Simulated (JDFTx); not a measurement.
Runs of JDFTx 1.7.0 (patched build) on ZrB2. It takes space group P6/mmm (No. 191, hexagonal). Conventional cell: a = 3.170 Å, b = 3.170 Å, c = 3.533 Å, α = 90.00°, β = 90.00°, γ = 120.00°. Zr (site symmetry 6/mmm) is surrounded by 12 B at 2.54 Å. B (site symmetry -6m2) has 3 B at 1.83 Å as nearest neighbours. 

```csv
task,level,potentials or basis,cell,k mesh,density cutoff over wavefunction cutoff,further solve for the empty bands,mesh quality,gap on the mesh (eV),pressure (GPa),relaxed volume (Å³/atom)
single point,PBE,PseudoDojo-SR-PBE-0.5-standard,as given,5 × 5 × 4,8,yes,coarse,none,(a),-
relaxation of cell and atoms,RPBE,PseudoDojo-SR-PBE-0.5-standard,relaxed,10 × 10 × 8,8,no,not flagged,none,0.0,10.37
relaxation of cell and atoms,LDA,PseudoDojo-SR-LDA-0.4.1-standard,relaxed,10 × 10 × 8,8,no,not flagged,none,0.0,9.89
relaxation of cell and atoms,PBE+D3,PseudoDojo-SR-PBE-0.5-standard,relaxed,10 × 10 × 8,8,no,not flagged,none,0.0,10.07
```

Alike in all rows: no spin polarisation; cutoff (eV) 1034; smearing fermi-dirac 0.05 eV.

Question: Fill in the values left out.

Answer: (a) 0.9.

Caveats: some runs use coarse meshes; the potentials were made for another functional, which shifts forces and pressure (some runs); pairwise dispersion overbinds metals, which lowers pressure and volume (some runs).

A k mesh can miss the band edges, and the runs leave out spin-orbit coupling on Zr.

A gap of «none» marks a metal or a gap under the smearing width.

Not every run made on this cell is shown here.
